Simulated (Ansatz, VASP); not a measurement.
Au: VASP beside Ansatz

INCAR

```
SYSTEM = Au
PREC = Accurate
ENCUT = 600
EDIFF = 1E-6
ISMEAR = 0
SIGMA = 0.1
LREAL = .FALSE.
LASPH = .TRUE.
NELM = 100
ALGO = Normal
ISIF = 3
LWAVE = .FALSE.
LCHARG = .FALSE.
GGA = PE
IBRION = 2
NSW = 90
EDIFFG = -0.04
```

File KPOINTS:

```
regular mesh
0
G
  6 6 4
  0 0 0
```

POSCAR

```
Au
1.0
    4.6392304699      0.0000000000      0.0000000000
   -2.3196152349      4.0176914409      0.0000000000
    0.0000000000      0.0000000000      5.1877155142
Au
4
Direct
    0.0000000000      0.0000000000      0.2500000000
    0.0000000000      0.0000000000      0.7500000000
    0.3333333333      0.6666666667      0.7500000000
    0.6666666667      0.3333333333      0.2500000000
```

Input for Ansatz:

```yaml
crystal:
  lattice:
    - [4.6392304699, 0.0, 0.0]
    - [-2.3196152349, 4.0176914409, 0.0]
    - [0.0, 0.0, 5.1877155142]
  atoms:
    - { symbol: Au, position: [0.0, 0.0, 0.25] }
    - { symbol: Au, position: [0.0, 0.0, 0.75] }
    - { symbol: Au, position: [0.3333333333, 0.6666666667, 0.75] }
    - { symbol: Au, position: [0.6666666667, 0.3333333333, 0.25] }
basis:
  ecutwfc: 420
kpoints:
  mp_grid: { grid: [6, 6, 4] }
hamiltonian:
  xc: pbe
scf:
  occupations: { method: gaussian, width: 0.1 }
  lower_state_search: "off"
output:
  forces: true
  stress: true
  eigenvalues: true
relax:
  adjacent_minimum: "off"
  f_tol: 0.04
  max_steps: 70
  cell: { stress_tol: 0.4 }
```

Alike in both runs: task relaxation of cell and atoms; functional PBE; k mesh 6 × 6 × 4; occupations gaussian, width 0.1 eV; no spin polarisation.

|  | VASP | Ansatz |
| --- | --- | --- |
| version | VASP 6.6.1 | Ansatz 0.2.0 |
| potentials or method | VASP PAW PBE potentials, release 64 (Au) | scalar-relativistic, plane waves, PAW |
| plane-wave cutoff (eV) | 600 | 420 |
| valence electrons in the cell | 44 | 76 |

VASP gave:

| Property | Result |
| --- | --- |
| gap on the k mesh at the Fermi level, each at its own relaxed structure (eV) | none |
| relaxed volume (Å³/atom) | 24.38 |
| relaxed cell length with the largest relative difference (Å) | 5.274 |
| energy change over the relaxation (meV/atom) | -4 |

Which values does Ansatz return?

gap on the k mesh at the Fermi level, each at its own relaxed structure (eV): none; relaxed volume (Å³/atom): 24.43; relaxed cell length with the largest relative difference (Å): 5.282; energy change over the relaxation (meV/atom): -4.

A gap of «none» marks a metal or a gap that the smearing closes. The two sets of potentials don't hold the same shells in valence.

Spin-orbit coupling is left out, which matters for the levels of Au.
